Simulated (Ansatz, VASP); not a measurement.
**One calculation of Mg, 3 ways**

The starting cell:

```
Mg
1.0
     3.20930    0.00000    0.00000
    -1.60465    2.77934    0.00000
     0.00000    0.00000    5.21030
Mg
2
Direct
  0.66667 0.33333 0.75000
  0.33333 0.66667 0.25000
```

Alike in all runs: task relaxation of cell and atoms; functional PBEsol; dispersion D3(BJ); k mesh 10 × 10 × 5; occupations fermi-dirac, width 0.05 eV; no spin polarisation; no spin-orbit coupling.

```tsv
program and potentials	plane-wave cutoff (eV)	notes	equilibrium volume (Å³/atom)
Ansatz, Ansatz PAW	420	potentials made for PBE, which Ansatz adapts in part; 10 valence electrons an atom on average	21.41
Ansatz, all-electron LAPW, scalar-relativistic	-	-	21.40
VASP, PBE PAW files Mg, 600 eV	600	potentials made for PBE; 2 valence electrons an atom on average	21.40
```

The equilibrium volume spans 21.40 (VASP, PBE PAW files Mg, 600 eV) to 21.41 Å³/atom (Ansatz, Ansatz PAW), with all-electron results at 21.40. Relaxations stop with a little pressure left, so the last digit of a volume isn't settled.

Differences between rows come from potentials, basis sets and numerical settings, since the functional is the same but for its coding. Runs on potential files found faulty are left out.
